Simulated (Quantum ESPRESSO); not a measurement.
**MnO in Quantum ESPRESSO: the effect of functional**

Crystal: MnO.

```
Mn O
1.0
     0.00000    2.22200    2.22200
     2.22200    0.00000    2.22200
     2.22200    2.22200    0.00000
Mn O
1 1
Cartesian
  0.0000 0.0000 0.0000
  2.2220 2.2220 2.2220
```

Alike in all runs:

| Item | Value |
| --- | --- |
| Program | Quantum ESPRESSO 7.5 |
| Task | phonons |
| Cutoff | 1306 eV |
| Density cutoff | 5225 eV |
| k mesh | 4 × 4 × 4, shifted |
| Occupations | fermi-dirac, width 0.05 eV |
| Spin | collinear spin, ferromagnetic start |
| Starting moments | [4.0, 0.0] μB |

Each run relaxes the cell or the atoms first.

Problem. One run gave: relaxed volume 9.11 Å³/atom; moment 3.75 μB; highest phonon frequency 439 cm⁻¹. Which functional did it use?
A. RPBE
B. PBEsol
C. LDA
D. PW91

Solution. C.

```tsv
functional	potentials or basis	relaxed volume (Å³/atom)	moment (μB)	highest phonon frequency (cm⁻¹)
LDA	PseudoDojo 0.4.1 SR LDA standard	9.11	3.75	439
PBEsol	PseudoDojo 0.4.1 SR PBEsol standard	10.32	4.63	319
PW91	PseudoDojo 0.4.1 SR PBE standard	11.02	4.84	268
RPBE	PseudoDojo 0.4.1 SR PBE standard	11.63	5.00	191
```

Caveats: all runs use coarse meshes; the mesh is thin for the phonons of a metal; a cell with one magnetic atom can't hold antiferromagnetic order, which such compounds often take; the potentials were made for another functional, which shifts forces and pressure (some runs); the volume moved by over 15 % at a fixed basis, so the end points are rough (some runs); before the sum rule the acoustic modes lie tens of cm⁻¹ from zero, a sign that the density grid also shifts the optical modes (some runs).

Runs at the PBE level aren't shown here.
